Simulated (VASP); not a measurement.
Runs of VASP 6.6.1 on CdS (Greenockite). Symmetry: P6_3mc, No. 186, hexagonal system. The conventional cell has a = 4.150 Å, b = 4.150 Å, c = 6.737 Å, α = 90.00°, β = 90.00°, γ = 120.00°. Cd (site symmetry 3m) is surrounded by 4 S at 2.53 to 2.54 Å. Around S (site symmetry 3m) lie 4 Cd at 2.53 to 2.54 Å. 

```tsv
level	gap on the mesh (eV)	pressure (GPa)	relaxed volume (Å³/atom)	largest force (eV/Å)
optB86b-vdW	1.05	0.0	25.49	0.01
vdW-DF	(b)	0.0	(a)	-
rev-vdW-DF2	1.00	0.0	25.58	0.01
optB88-vdW	0.99	0.0	25.90	-
vdW-DF-cx	1.09	0.0	25.14	-
```

Alike in all rows: task relaxation of cell and atoms; potentials or basis VASP PAW PBE potentials, release 64 (Cd, S); no spin polarisation; cell relaxed; k mesh 7 × 7 × 4; cutoff (eV) 600; smearing fermi-dirac 0.05 eV.

Question: Fill in the values left out.

Answer: (a) 27.46; (b) 1.01.

Caveats: the PAW data sets were made with another functional, which shifts forces and pressure a little.

A k mesh can miss the band edges, and the runs leave out spin-orbit coupling on Cd.

Runs at the PBE level aren't shown here.
